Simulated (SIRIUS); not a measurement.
# Ir (Fm-3m) in SIRIUS: a series of runs, part 2 of 3

SIRIUS 7.12.0. The steps go on from the part before.

**4. Equation of state, RPBE, 13.78 Å³/atom (volume scaled by 0.98)**

The input, sirius.json:

```json
{
  "control": {
    "processing_unit": "cpu",
    "std_evp_solver_name": "lapack",
    "gen_evp_solver_name": "lapack",
    "verbosity": 2,
    "print_forces": false,
    "ortho_rf": true,
    "use_second_variation": true,
    "rmt_max": 3.0,
    "num_bands_to_print": 24,
    "save_wf": true
  },
  "parameters": {
    "electronic_structure_method": "full_potential_lapwlo",
    "xc_functionals": ["XC_GGA_X_RPBE", "XC_GGA_C_PBE"],
    "core_relativity": "dirac",
    "valence_relativity": "iora",
    "num_fv_states": 24,
    "smearing": "fermi_dirac",
    "smearing_width": 0.0018374661,
    "pw_cutoff": 20,
    "gk_cutoff": 3.74,
    "lmax_apw": 11,
    "lmax_rho": 8,
    "lmax_pot": 8,
    "num_mag_dims": 0,
    "auto_rmt": 0,
    "ngridk": [12, 12, 12],
    "shiftk": [0, 0, 0],
    "num_dft_iter": 80,
    "energy_tol": 1e-07,
    "density_tol": 1e-05,
    "use_symmetry": true
  },
  "settings": {"tol_ne": 1e-10},
  "iterative_solver": {"type": "exact"},
  "mixer": {"type": "anderson", "beta": 0.5, "max_history": 8},
  "unit_cell": {
    "lattice_vectors": [[0.0, 3.595663603, 3.595663603], [3.595663603, 0.0, 3.595663603], [3.595663603, 3.595663603, 0.0]],
    "atom_types": ["Ir"],
    "atom_files": {"Ir": "Ir.json"},
    "atoms": {"Ir": [[0.0, 0.0, 0.0]]}
  }
}
```

The input, Ir.json:

```json
{
  "name": "iridium",
  "symbol": "Ir",
  "number": 77,
  "mass": 192.217,
  "rmin": 1e-06,
  "rmt": 2.46,
  "nrmt": 800,
  "rinf": 13.6,
  "core": "1s2s2p3s3p3d4s4p4d",
  "valence": [
    {"basis": [{"enu": 0.35, "dme": 0, "n": 0, "auto": 0}, {"enu": 0.35, "dme": 1, "n": 0, "auto": 0}]},
    {"l": 0, "n": 1, "basis": [{"enu": 0.45, "dme": 0, "n": 0, "auto": 0}]},
    {"l": 1, "n": 2, "basis": [{"enu": 0.45, "dme": 0, "n": 0, "auto": 0}]},
    {"l": 2, "n": 3, "basis": [{"enu": 0.45, "dme": 0, "n": 0, "auto": 0}]},
    {"l": 3, "n": 4, "basis": [{"enu": 0.45, "dme": 0, "n": 0, "auto": 0}]},
    {"l": 4, "n": 5, "basis": [{"enu": 0.45, "dme": 0, "n": 0, "auto": 0}]}
  ],
  "lo": [
    {"l": 0, "basis": [{"enu": 0.45, "dme": 0, "n": 0, "auto": 0}, {"enu": 0.45, "dme": 1, "n": 0, "auto": 0}]},
    {
      "l": 0,
      "basis": [{"enu": -2.9041, "dme": 0, "n": 5, "auto": 1}, {"enu": -2.9041, "dme": 1, "n": 5, "auto": 1}]
    },
    {
      "l": 0,
      "basis": [{"enu": -2.9041, "dme": 1, "n": 5, "auto": 1}, {"enu": 0.45, "dme": 0, "n": 0, "auto": 0}]
    },
    {"l": 0, "basis": [{"enu": 0.45, "dme": 0, "n": 0, "auto": 0}, {"enu": 3.0939, "dme": 0, "n": 0, "auto": 0}]},
    {"l": 1, "basis": [{"enu": 0.45, "dme": 0, "n": 0, "auto": 0}, {"enu": 0.45, "dme": 1, "n": 0, "auto": 0}]},
    {
      "l": 1,
      "basis": [{"enu": -1.3221, "dme": 0, "n": 5, "auto": 1}, {"enu": -1.3221, "dme": 1, "n": 5, "auto": 1}]
    },
    {
      "l": 1,
      "basis": [{"enu": -1.3221, "dme": 1, "n": 5, "auto": 1}, {"enu": 0.45, "dme": 0, "n": 0, "auto": 0}]
    },
    {"l": 1, "basis": [{"enu": 0.45, "dme": 0, "n": 0, "auto": 0}, {"enu": 3.4905, "dme": 0, "n": 0, "auto": 0}]},
    {"l": 2, "basis": [{"enu": 0.45, "dme": 0, "n": 0, "auto": 0}, {"enu": 0.45, "dme": 1, "n": 0, "auto": 0}]},
    {"l": 2, "basis": [{"enu": 0.45, "dme": 1, "n": 0, "auto": 0}, {"enu": 0.45, "dme": 2, "n": 0, "auto": 0}]},
    {"l": 2, "basis": [{"enu": 0.45, "dme": 0, "n": 0, "auto": 0}, {"enu": 3.0278, "dme": 0, "n": 0, "auto": 0}]},
    {"l": 3, "basis": [{"enu": 0.45, "dme": 0, "n": 0, "auto": 0}, {"enu": 0.45, "dme": 1, "n": 0, "auto": 0}]},
    {
      "l": 3,
      "basis": [{"enu": -1.6196, "dme": 0, "n": 4, "auto": 1}, {"enu": -1.6196, "dme": 1, "n": 4, "auto": 1}]
    },
    {
      "l": 3,
      "basis": [{"enu": -1.6196, "dme": 1, "n": 4, "auto": 1}, {"enu": 0.45, "dme": 0, "n": 0, "auto": 0}]
    },
    {"l": 3, "basis": [{"enu": 0.45, "dme": 0, "n": 0, "auto": 0}, {"enu": 4.2837, "dme": 0, "n": 0, "auto": 0}]},
    {"l": 4, "basis": [{"enu": 0.45, "dme": 0, "n": 0, "auto": 0}, {"enu": 0.45, "dme": 1, "n": 0, "auto": 0}]},
    {"l": 4, "basis": [{"enu": 0.45, "dme": 0, "n": 0, "auto": 0}, {"enu": 3.6227, "dme": 0, "n": 0, "auto": 0}]}
  ],
  "free_atom": [... radial grid and density of the free atom, the start of the SCF ...]
}
```

The input, sirius_start.json:

```json
{
  "control": {
    "processing_unit": "cpu",
    "std_evp_solver_name": "lapack",
    "gen_evp_solver_name": "lapack",
    "verbosity": 1,
    "print_forces": false,
    "ortho_rf": true,
    "use_second_variation": true,
    "rmt_max": 3.0,
    "num_bands_to_print": 24,
    "save_wf": false
  },
  "parameters": {
    "electronic_structure_method": "full_potential_lapwlo",
    "xc_functionals": ["XC_LDA_X", "XC_LDA_C_PW"],
    "core_relativity": "dirac",
    "valence_relativity": "iora",
    "num_fv_states": 24,
    "smearing": "fermi_dirac",
    "smearing_width": 0.0055123983,
    "pw_cutoff": 20,
    "gk_cutoff": 2.99,
    "lmax_apw": 11,
    "lmax_rho": 8,
    "lmax_pot": 8,
    "num_mag_dims": 0,
    "auto_rmt": 0,
    "ngridk": [5, 5, 5],
    "shiftk": [0, 0, 0],
    "num_dft_iter": 30,
    "energy_tol": 0.01,
    "density_tol": 0.05,
    "use_symmetry": true
  },
  "settings": {"tol_ne": 1e-10},
  "iterative_solver": {"type": "exact"},
  "mixer": {"type": "anderson", "beta": 0.5, "max_history": 8},
  "unit_cell": {
    "lattice_vectors": [[0.0, 3.595663603, 3.595663603], [3.595663603, 0.0, 3.595663603], [3.595663603, 3.595663603, 0.0]],
    "atom_types": ["Ir"],
    "atom_files": {"Ir": "Ir.json"},
    "atoms": {"Ir": [[0.0, 0.0, 0.0]]}
  }
}
```

Run with:

```bash
> OMP_NUM_THREADS=1 sirius.scf --input=sirius_start.json --output=start.json
> OMP_NUM_THREADS=1 sirius.scf --input=sirius.json --output=output.json --task=1
```

It took 56 s on 1 thread of Intel Xeon Platinum 8259CL at 2.50GHz (Skylake/Cascade Lake), shared host; peak memory 0.35 GiB.

Results (log left out):

* Free energy: -485958.0736 eV
* Band gap on the k mesh: none (metal or under the smearing width)
* All electrons inside the program's atomic spheres: Ir 75.47 (radii Ir 2.46 bohr)

**5. Equation of state, RPBE, 14.06 Å³/atom**

Changes to sirius.json since step 4:

```diff
@@ -39,3 +39,3 @@
   "unit_cell": {
-    "lattice_vectors": [[0.0, 3.595663603, 3.595663603], [3.595663603, 0.0, 3.595663603], [3.595663603, 3.595663603, 0.0]],
+    "lattice_vectors": [[0.0, 3.6199593643, 3.6199593643], [3.6199593643, 0.0, 3.6199593643], [3.6199593643, 3.6199593643, 0.0]],
     "atom_types": ["Ir"],
```

The input, Ir.json:

```json
{
  "name": "iridium",
  "symbol": "Ir",
  "number": 77,
  "mass": 192.217,
  "rmin": 1e-06,
  "rmt": 2.46,
  "nrmt": 800,
  "rinf": 13.6,
  "core": "1s2s2p3s3p3d4s4p4d",
  "valence": [
    {"basis": [{"enu": 0.33, "dme": 0, "n": 0, "auto": 0}, {"enu": 0.33, "dme": 1, "n": 0, "auto": 0}]},
    {"l": 0, "n": 1, "basis": [{"enu": 0.43, "dme": 0, "n": 0, "auto": 0}]},
    {"l": 1, "n": 2, "basis": [{"enu": 0.43, "dme": 0, "n": 0, "auto": 0}]},
    {"l": 2, "n": 3, "basis": [{"enu": 0.43, "dme": 0, "n": 0, "auto": 0}]},
    {"l": 3, "n": 4, "basis": [{"enu": 0.43, "dme": 0, "n": 0, "auto": 0}]},
    {"l": 4, "n": 5, "basis": [{"enu": 0.43, "dme": 0, "n": 0, "auto": 0}]}
  ],
  "lo": [
    {"l": 0, "basis": [{"enu": 0.43, "dme": 0, "n": 0, "auto": 0}, {"enu": 0.43, "dme": 1, "n": 0, "auto": 0}]},
    {
      "l": 0,
      "basis": [{"enu": -2.9241, "dme": 0, "n": 5, "auto": 1}, {"enu": -2.9241, "dme": 1, "n": 5, "auto": 1}]
    },
    {
      "l": 0,
      "basis": [{"enu": -2.9241, "dme": 1, "n": 5, "auto": 1}, {"enu": 0.43, "dme": 0, "n": 0, "auto": 0}]
    },
    {"l": 0, "basis": [{"enu": 0.43, "dme": 0, "n": 0, "auto": 0}, {"enu": 3.0739, "dme": 0, "n": 0, "auto": 0}]},
    {"l": 1, "basis": [{"enu": 0.43, "dme": 0, "n": 0, "auto": 0}, {"enu": 0.43, "dme": 1, "n": 0, "auto": 0}]},
    {
      "l": 1,
      "basis": [{"enu": -1.3421, "dme": 0, "n": 5, "auto": 1}, {"enu": -1.3421, "dme": 1, "n": 5, "auto": 1}]
    },
    {
      "l": 1,
      "basis": [{"enu": -1.3421, "dme": 1, "n": 5, "auto": 1}, {"enu": 0.43, "dme": 0, "n": 0, "auto": 0}]
    },
    {"l": 1, "basis": [{"enu": 0.43, "dme": 0, "n": 0, "auto": 0}, {"enu": 3.4705, "dme": 0, "n": 0, "auto": 0}]},
    {"l": 2, "basis": [{"enu": 0.43, "dme": 0, "n": 0, "auto": 0}, {"enu": 0.43, "dme": 1, "n": 0, "auto": 0}]},
    {"l": 2, "basis": [{"enu": 0.43, "dme": 1, "n": 0, "auto": 0}, {"enu": 0.43, "dme": 2, "n": 0, "auto": 0}]},
    {"l": 2, "basis": [{"enu": 0.43, "dme": 0, "n": 0, "auto": 0}, {"enu": 3.0078, "dme": 0, "n": 0, "auto": 0}]},
    {"l": 3, "basis": [{"enu": 0.43, "dme": 0, "n": 0, "auto": 0}, {"enu": 0.43, "dme": 1, "n": 0, "auto": 0}]},
    {
      "l": 3,
      "basis": [{"enu": -1.6396, "dme": 0, "n": 4, "auto": 1}, {"enu": -1.6396, "dme": 1, "n": 4, "auto": 1}]
    },
    {
      "l": 3,
      "basis": [{"enu": -1.6396, "dme": 1, "n": 4, "auto": 1}, {"enu": 0.43, "dme": 0, "n": 0, "auto": 0}]
    },
    {"l": 3, "basis": [{"enu": 0.43, "dme": 0, "n": 0, "auto": 0}, {"enu": 4.2637, "dme": 0, "n": 0, "auto": 0}]},
    {"l": 4, "basis": [{"enu": 0.43, "dme": 0, "n": 0, "auto": 0}, {"enu": 0.43, "dme": 1, "n": 0, "auto": 0}]},
    {"l": 4, "basis": [{"enu": 0.43, "dme": 0, "n": 0, "auto": 0}, {"enu": 3.6027, "dme": 0, "n": 0, "auto": 0}]}
  ],
  "free_atom": [... radial grid and density of the free atom, the start of the SCF ...]
}
```

Changes to sirius_start.json since step 4:

```diff
@@ -39,3 +39,3 @@
   "unit_cell": {
-    "lattice_vectors": [[0.0, 3.595663603, 3.595663603], [3.595663603, 0.0, 3.595663603], [3.595663603, 3.595663603, 0.0]],
+    "lattice_vectors": [[0.0, 3.6199593643, 3.6199593643], [3.6199593643, 0.0, 3.6199593643], [3.6199593643, 3.6199593643, 0.0]],
     "atom_types": ["Ir"],
```

Run with:

```bash
> OMP_NUM_THREADS=1 sirius.scf --input=sirius_start.json --output=start.json
> OMP_NUM_THREADS=1 sirius.scf --input=sirius.json --output=output.json --task=1
```

It took 53 s on 1 thread of Intel Xeon Platinum 8259CL at 2.50GHz (Skylake/Cascade Lake), shared host; peak memory 0.36 GiB.

Results (log left out):

```
Free energy                                       : -485958.1079 eV
Band gap on the k mesh                            : none (metal or under the smearing width)
All electrons inside the program's atomic spheres : Ir 75.42 (radii Ir 2.46 bohr)
```

**6. Equation of state, RPBE, 14.34 Å³/atom (volume scaled by 1.02)**

Changes to sirius.json since step 5:

```diff
@@ -39,3 +39,3 @@
   "unit_cell": {
-    "lattice_vectors": [[0.0, 3.6199593643, 3.6199593643], [3.6199593643, 0.0, 3.6199593643], [3.6199593643, 3.6199593643, 0.0]],
+    "lattice_vectors": [[0.0, 3.6439333038, 3.6439333038], [3.6439333038, 0.0, 3.6439333038], [3.6439333038, 3.6439333038, 0.0]],
     "atom_types": ["Ir"],
```

The input, Ir.json:

```json
{
  "name": "iridium",
  "symbol": "Ir",
  "number": 77,
  "mass": 192.217,
  "rmin": 1e-06,
  "rmt": 2.46,
  "nrmt": 800,
  "rinf": 13.6,
  "core": "1s2s2p3s3p3d4s4p4d",
  "valence": [
    {"basis": [{"enu": 0.31, "dme": 0, "n": 0, "auto": 0}, {"enu": 0.31, "dme": 1, "n": 0, "auto": 0}]},
    {"l": 0, "n": 1, "basis": [{"enu": 0.41, "dme": 0, "n": 0, "auto": 0}]},
    {"l": 1, "n": 2, "basis": [{"enu": 0.41, "dme": 0, "n": 0, "auto": 0}]},
    {"l": 2, "n": 3, "basis": [{"enu": 0.41, "dme": 0, "n": 0, "auto": 0}]},
    {"l": 3, "n": 4, "basis": [{"enu": 0.41, "dme": 0, "n": 0, "auto": 0}]},
    {"l": 4, "n": 5, "basis": [{"enu": 0.41, "dme": 0, "n": 0, "auto": 0}]}
  ],
  "lo": [
    {"l": 0, "basis": [{"enu": 0.41, "dme": 0, "n": 0, "auto": 0}, {"enu": 0.41, "dme": 1, "n": 0, "auto": 0}]},
    {
      "l": 0,
      "basis": [{"enu": -2.9441, "dme": 0, "n": 5, "auto": 1}, {"enu": -2.9441, "dme": 1, "n": 5, "auto": 1}]
    },
    {
      "l": 0,
      "basis": [{"enu": -2.9441, "dme": 1, "n": 5, "auto": 1}, {"enu": 0.41, "dme": 0, "n": 0, "auto": 0}]
    },
    {"l": 0, "basis": [{"enu": 0.41, "dme": 0, "n": 0, "auto": 0}, {"enu": 3.0539, "dme": 0, "n": 0, "auto": 0}]},
    {"l": 1, "basis": [{"enu": 0.41, "dme": 0, "n": 0, "auto": 0}, {"enu": 0.41, "dme": 1, "n": 0, "auto": 0}]},
    {
      "l": 1,
      "basis": [{"enu": -1.3621, "dme": 0, "n": 5, "auto": 1}, {"enu": -1.3621, "dme": 1, "n": 5, "auto": 1}]
    },
    {
      "l": 1,
      "basis": [{"enu": -1.3621, "dme": 1, "n": 5, "auto": 1}, {"enu": 0.41, "dme": 0, "n": 0, "auto": 0}]
    },
    {"l": 1, "basis": [{"enu": 0.41, "dme": 0, "n": 0, "auto": 0}, {"enu": 3.4505, "dme": 0, "n": 0, "auto": 0}]},
    {"l": 2, "basis": [{"enu": 0.41, "dme": 0, "n": 0, "auto": 0}, {"enu": 0.41, "dme": 1, "n": 0, "auto": 0}]},
    {"l": 2, "basis": [{"enu": 0.41, "dme": 1, "n": 0, "auto": 0}, {"enu": 0.41, "dme": 2, "n": 0, "auto": 0}]},
    {"l": 2, "basis": [{"enu": 0.41, "dme": 0, "n": 0, "auto": 0}, {"enu": 2.9878, "dme": 0, "n": 0, "auto": 0}]},
    {"l": 3, "basis": [{"enu": 0.41, "dme": 0, "n": 0, "auto": 0}, {"enu": 0.41, "dme": 1, "n": 0, "auto": 0}]},
    {
      "l": 3,
      "basis": [{"enu": -1.6596, "dme": 0, "n": 4, "auto": 1}, {"enu": -1.6596, "dme": 1, "n": 4, "auto": 1}]
    },
    {
      "l": 3,
      "basis": [{"enu": -1.6596, "dme": 1, "n": 4, "auto": 1}, {"enu": 0.41, "dme": 0, "n": 0, "auto": 0}]
    },
    {"l": 3, "basis": [{"enu": 0.41, "dme": 0, "n": 0, "auto": 0}, {"enu": 4.2437, "dme": 0, "n": 0, "auto": 0}]},
    {"l": 4, "basis": [{"enu": 0.41, "dme": 0, "n": 0, "auto": 0}, {"enu": 0.41, "dme": 1, "n": 0, "auto": 0}]},
    {"l": 4, "basis": [{"enu": 0.41, "dme": 0, "n": 0, "auto": 0}, {"enu": 3.5827, "dme": 0, "n": 0, "auto": 0}]}
  ],
  "free_atom": [... radial grid and density of the free atom, the start of the SCF ...]
}
```

Changes to sirius_start.json since step 5:

```diff
@@ -39,3 +39,3 @@
   "unit_cell": {
-    "lattice_vectors": [[0.0, 3.6199593643, 3.6199593643], [3.6199593643, 0.0, 3.6199593643], [3.6199593643, 3.6199593643, 0.0]],
+    "lattice_vectors": [[0.0, 3.6439333038, 3.6439333038], [3.6439333038, 0.0, 3.6439333038], [3.6439333038, 3.6439333038, 0.0]],
     "atom_types": ["Ir"],
```

Potentials or basis: all-electron FP-LAPW, apw+lo standard.

Run with:

```bash
> OMP_NUM_THREADS=1 sirius.scf --input=sirius_start.json --output=start.json
> OMP_NUM_THREADS=1 sirius.scf --input=sirius.json --output=output.json --task=1
```

It took 52 s on 1 thread of Intel Xeon Platinum 8259CL at 2.50GHz (Skylake/Cascade Lake), shared host; peak memory 0.36 GiB.

It converged, with:

```yaml
Free_energy: -485958.1279 eV
Band_gap_on_the_k_mesh: none (metal or under the smearing width)
All_electrons_inside_the_program's_atomic_spheres: Ir 75.37 (radii Ir 2.46 bohr)
```

**7. Equation of state, RPBE, 14.62 Å³/atom (volume scaled by 1.04)**

Changes to sirius.json since step 6:

```diff
@@ -39,3 +39,3 @@
   "unit_cell": {
-    "lattice_vectors": [[0.0, 3.6439333038, 3.6439333038], [3.6439333038, 0.0, 3.6439333038], [3.6439333038, 3.6439333038, 0.0]],
+    "lattice_vectors": [[0.0, 3.6675958715, 3.6675958715], [3.6675958715, 0.0, 3.6675958715], [3.6675958715, 3.6675958715, 0.0]],
     "atom_types": ["Ir"],
```

The input, Ir.json:

```json
{
  "name": "iridium",
  "symbol": "Ir",
  "number": 77,
  "mass": 192.217,
  "rmin": 1e-06,
  "rmt": 2.46,
  "nrmt": 800,
  "rinf": 13.6,
  "core": "1s2s2p3s3p3d4s4p4d",
  "valence": [
    {"basis": [{"enu": 0.3, "dme": 0, "n": 0, "auto": 0}, {"enu": 0.3, "dme": 1, "n": 0, "auto": 0}]},
    {"l": 0, "n": 1, "basis": [{"enu": 0.4, "dme": 0, "n": 0, "auto": 0}]},
    {"l": 1, "n": 2, "basis": [{"enu": 0.4, "dme": 0, "n": 0, "auto": 0}]},
    {"l": 2, "n": 3, "basis": [{"enu": 0.4, "dme": 0, "n": 0, "auto": 0}]},
    {"l": 3, "n": 4, "basis": [{"enu": 0.4, "dme": 0, "n": 0, "auto": 0}]},
    {"l": 4, "n": 5, "basis": [{"enu": 0.4, "dme": 0, "n": 0, "auto": 0}]}
  ],
  "lo": [
    {"l": 0, "basis": [{"enu": 0.4, "dme": 0, "n": 0, "auto": 0}, {"enu": 0.4, "dme": 1, "n": 0, "auto": 0}]},
    {
      "l": 0,
      "basis": [{"enu": -2.9541, "dme": 0, "n": 5, "auto": 1}, {"enu": -2.9541, "dme": 1, "n": 5, "auto": 1}]
    },
    {"l": 0, "basis": [{"enu": -2.9541, "dme": 1, "n": 5, "auto": 1}, {"enu": 0.4, "dme": 0, "n": 0, "auto": 0}]},
    {"l": 0, "basis": [{"enu": 0.4, "dme": 0, "n": 0, "auto": 0}, {"enu": 3.0439, "dme": 0, "n": 0, "auto": 0}]},
    {"l": 1, "basis": [{"enu": 0.4, "dme": 0, "n": 0, "auto": 0}, {"enu": 0.4, "dme": 1, "n": 0, "auto": 0}]},
    {
      "l": 1,
      "basis": [{"enu": -1.3721, "dme": 0, "n": 5, "auto": 1}, {"enu": -1.3721, "dme": 1, "n": 5, "auto": 1}]
    },
    {"l": 1, "basis": [{"enu": -1.3721, "dme": 1, "n": 5, "auto": 1}, {"enu": 0.4, "dme": 0, "n": 0, "auto": 0}]},
    {"l": 1, "basis": [{"enu": 0.4, "dme": 0, "n": 0, "auto": 0}, {"enu": 3.4405, "dme": 0, "n": 0, "auto": 0}]},
    {"l": 2, "basis": [{"enu": 0.4, "dme": 0, "n": 0, "auto": 0}, {"enu": 0.4, "dme": 1, "n": 0, "auto": 0}]},
    {"l": 2, "basis": [{"enu": 0.4, "dme": 1, "n": 0, "auto": 0}, {"enu": 0.4, "dme": 2, "n": 0, "auto": 0}]},
    {"l": 2, "basis": [{"enu": 0.4, "dme": 0, "n": 0, "auto": 0}, {"enu": 2.9778, "dme": 0, "n": 0, "auto": 0}]},
    {"l": 3, "basis": [{"enu": 0.4, "dme": 0, "n": 0, "auto": 0}, {"enu": 0.4, "dme": 1, "n": 0, "auto": 0}]},
    {
      "l": 3,
      "basis": [{"enu": -1.6696, "dme": 0, "n": 4, "auto": 1}, {"enu": -1.6696, "dme": 1, "n": 4, "auto": 1}]
    },
    {"l": 3, "basis": [{"enu": -1.6696, "dme": 1, "n": 4, "auto": 1}, {"enu": 0.4, "dme": 0, "n": 0, "auto": 0}]},
    {"l": 3, "basis": [{"enu": 0.4, "dme": 0, "n": 0, "auto": 0}, {"enu": 4.2337, "dme": 0, "n": 0, "auto": 0}]},
    {"l": 4, "basis": [{"enu": 0.4, "dme": 0, "n": 0, "auto": 0}, {"enu": 0.4, "dme": 1, "n": 0, "auto": 0}]},
    {"l": 4, "basis": [{"enu": 0.4, "dme": 0, "n": 0, "auto": 0}, {"enu": 3.5727, "dme": 0, "n": 0, "auto": 0}]}
  ],
  "free_atom": [... radial grid and density of the free atom, the start of the SCF ...]
}
```

Changes to sirius_start.json since step 6:

```diff
@@ -39,3 +39,3 @@
   "unit_cell": {
-    "lattice_vectors": [[0.0, 3.6439333038, 3.6439333038], [3.6439333038, 0.0, 3.6439333038], [3.6439333038, 3.6439333038, 0.0]],
+    "lattice_vectors": [[0.0, 3.6675958715, 3.6675958715], [3.6675958715, 0.0, 3.6675958715], [3.6675958715, 3.6675958715, 0.0]],
     "atom_types": ["Ir"],
```

Run with:

```bash
> OMP_NUM_THREADS=1 sirius.scf --input=sirius_start.json --output=start.json
> OMP_NUM_THREADS=1 sirius.scf --input=sirius.json --output=output.json --task=1
```

Run time: 54 s. Hardware: 1 thread of Intel Xeon Platinum 8259CL at 2.50GHz (Skylake/Cascade Lake), shared host; peak memory 0.36 GiB.

The run converged. Its results:

* Free energy: -485958.1350 eV
* Band gap on the k mesh: none (metal or under the smearing width)
* All electrons inside the program's atomic spheres: Ir 75.32 (radii Ir 2.46 bohr)

(Continued in part 3 of 3.)
